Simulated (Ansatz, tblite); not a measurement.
# SnSe₂ with GFN2-xTB from a Python script

These are simulated results from tblite 0.8.0, not measurements. The cell was built from a prototype and was relaxed with r2SCAN in plane waves (Ansatz 0.2.0). It may be hypothetical. It is a single sheet, repeated along a and b, with vacuum along c. All runs are without spin polarisation.

In-plane lattice: a = 3.835 Å, b = 3.835 Å, γ = 120.0°; thickness between the outer nuclei 3.15 Å. Sn is surrounded by 6 Se at 2.72 Å; Se is surrounded by 3 Sn at 2.72 Å.

tblite solves periodic systems at the zone centre alone, so the script builds a cluster of 3×3×1 conventional cells (27 atoms), which folds in a coarse mesh of k points.

Input script:

```python
import json
from ase import Atoms
from ase.build import make_supercell
from ase.units import Bohr, GPa, Hartree
from tblite.interface import Calculator

atoms = Atoms(['Sn', 'Se', 'Se'],
              cell=[[3.835192, 0.0, 0.0], [-1.917596, 3.321374, -0.0], [0.0, -0.0, 30.065027]],
              scaled_positions=[[0.0, -0.0, 0.299351], [0.333333, 0.666667, 0.351692], [0.666667, 0.333333, 0.24701]],
              pbc=True)
cluster = make_supercell(atoms, [[3, 0, 0], [0, 3, 0], [0, 0, 1]])
calc = Calculator('GFN2-xTB', cluster.numbers, cluster.positions / Bohr, lattice=cluster.cell[:] / Bohr, periodic=cluster.pbc)
calc.set('temperature', 0.02 / Hartree)
calc.set('max-iter', 150)
res = calc.singlepoint()
levels = res.get('orbital-energies') * Hartree
nv = round(res.get('orbital-occupations').sum() / 2)
cells = len(cluster) // len(atoms)
out = {'energy_per_cell': res.get('energy') * Hartree / cells, 'homo': levels[nv - 1], 'lumo': levels[nv],
       'stress': (-res.get('virial') * Hartree / cluster.get_volume() / GPa).tolist(), 'charges': res.get('charges')[:len(atoms)].tolist(), 'electrons': 2 * nv / cells}
json.dump(out, open('results.json', 'w'))
for key, value in out.items():
    print(key, value)
```

Command: `python run.py`. It took 1.3 s on 1 thread of Arm Neoverse V2 (shared host), peak memory 0.098 GiB.

What it printed:

```
------------------------------------------------------------
  cycle        total energy    energy error   density error
------------------------------------------------------------
      1     -72.10105753098  -7.2136150E+01   1.6916350E+00
      2     -40.03344796456   3.2067610E+01   2.3637760E+00
      3      284.2935709592   3.2432702E+02   9.4090807E+00
      4     -76.29022646250  -3.6058380E+02   1.3630894E+00
      5     -76.58289918145  -2.9267272E-01   1.2202203E+00
      6     -77.34364635180  -7.6074717E-01   1.0092832E+00
      7     -77.31112023229   3.2526120E-02   6.6865616E-01
      8     -77.31264278066  -1.5225484E-03   6.5523783E-01
      9     -77.31241702506   2.2575561E-04   6.5990902E-01
     10     -77.34765563240  -3.5238607E-02   2.6582949E-01
     11     -77.34653548101   1.1201514E-03   2.1728094E-01
     12     -77.35214243877  -5.6069578E-03   1.3272343E-01
     13     -77.35321224469  -1.0698059E-03   6.8888747E-02
     14     -77.35412444264  -9.1219795E-04   3.3340856E-02
     15     -77.35425897787  -1.3453523E-04   1.6397104E-02
     16     -77.35426833566  -9.3577916E-06   9.8370674E-03
     17     -77.35426851263  -1.7697229E-07   8.9808651E-03
     18     -77.35427245514  -3.9425048E-06   4.9967009E-03
     19     -77.35427391596  -1.4608233E-06   2.3536567E-03
     20     -77.35427410889  -1.9293043E-07   1.8500779E-03
     21     -77.35427446965  -3.6076244E-07   1.4916583E-03
     22     -77.35427447354  -3.8859866E-09   1.4839321E-03
     23     -77.35427418715   2.8638649E-07   2.1677266E-03
     24     -77.35427440871  -2.2155660E-07   1.6978579E-03
     25     -77.35427466461  -2.5590153E-07   8.9190967E-04
     26     -77.35427470676  -4.2152578E-08   7.3061838E-04
     27     -77.35427471895  -1.2189872E-08   5.8791563E-04
     28     -77.35427477912  -6.0167011E-08   1.1341172E-04
     29     -77.35427478138  -2.2657929E-09   4.8874445E-05
     30     -77.35427478327  -1.8833930E-09   9.3459888E-05
     31     -77.35427478355  -2.8587976E-10   1.1710700E-04
     32     -77.35427478897  -5.4144209E-09   1.1836352E-04
     33     -77.35427478721   1.7548416E-09   1.5496060E-04
     34     -77.35427478602   1.1891643E-09   2.2412803E-04
     35     -77.35427478817  -2.1480417E-09   1.3667039E-04
     36     -77.35427478980  -1.6319888E-09   7.8217904E-05
     37     -77.35427479042  -6.1348260E-10   6.5546892E-05
     38     -77.35427479068  -2.6386715E-10   5.8693476E-05
     39     -77.35427479123  -5.4880900E-10   4.1280005E-05
     40     -77.35427479124  -1.3258727E-11   1.2920602E-05
------------------------------------------------------------

 total:                                   0.819 sec
energy_per_cell -233.8796702199453
homo -13.324027815484408
lumo -12.673200366590258
stress [[0.06814937981558632, -6.0846626497242e-06, 8.93051481873971e-06], [-6.084662649666455e-06, 0.06814192847271121, -5.551448912182592e-06], [8.930514818742637e-06, -5.551448912133003e-06, 0.1832644188841106]]
charges [0.13379113630036693, -0.0669084341783111, -0.06690843912398645]
electrons 16.0
```

The cycle table is in hartree for the whole cluster, and the lines after it are in eV (the energy for one cell). The printed stress is in GPa and positive in compression, and the pressure is its mean diagonal, here averaged over the vacuum too.

GFN2-xTB gives a gap of 0.65 eV. On the same cell, plane-wave PBE (Ansatz, 12×12×1 k points and the special points) gives a gap of 0.84 eV and r2SCAN a gap of 1.13 eV; on shared hosts these took about 15 and 39 core-seconds on the 3-atom cell, against 1.3 for the script. Spin-orbit coupling, left out in all these runs, can cut or reorder the gap by tenths of an eV, up to about 1 eV with Pb or Bi. xTB was fitted to molecules, so gaps, charges and pressures of solids can be far off, and the gap also depends on the size of the cluster.

xTB was fitted mostly to molecules, and a small cluster samples few k points, so gaps, pressures and kinks along a curve can be far from a solid's.

No spin-orbit coupling is included; it can move band edges with weight on the heavy atoms by tenths of an eV.
